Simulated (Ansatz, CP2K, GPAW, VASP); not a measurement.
**Tl: programs and potentials compared**

```
CELL_PARAMETERS angstrom
3.45600 0.00000 0.00000
-1.72800 2.99298 0.00000
0.00000 0.00000 5.52500
ATOMIC_POSITIONS crystal
Tl 0.66667 0.33333 0.75000
Tl 0.33333 0.66667 0.25000
```

Alike in all runs: task band structure; functional PBE; dispersion D3(BJ); k mesh 9 × 9 × 5; occupations methfessel-paxton, width 0.2 eV; no spin polarisation; no spin-orbit coupling. Pressure is positive in compression and, in plane waves, holds the error of the finite cutoff.

```tsv
program and potentials	plane-wave cutoff (eV)	notes	pressure (GPa)
CP2K, POTENTIAL_UZH Tl GTH-PBE-q13; TZVP-MOLOPT-PBE-GTH basis	-	atomic basis	1.58
VASP, PBE PAW files Tl_d, 520 eV	520	-	?
Ansatz, all-electron LAPW, scalar-relativistic	-	-	1.42
GPAW, GPAW PAW data sets (gpaw-data 1.2.1)	600	-	1.08
```

**Question.** Estimate from the other rows what the run with VASP, PBE PAW files Tl_d, 520 eV gave.

**Answer.** Pressure 1.35 GPa. The other rows, which needn't bracket it: pressure 1.08 to 1.58.
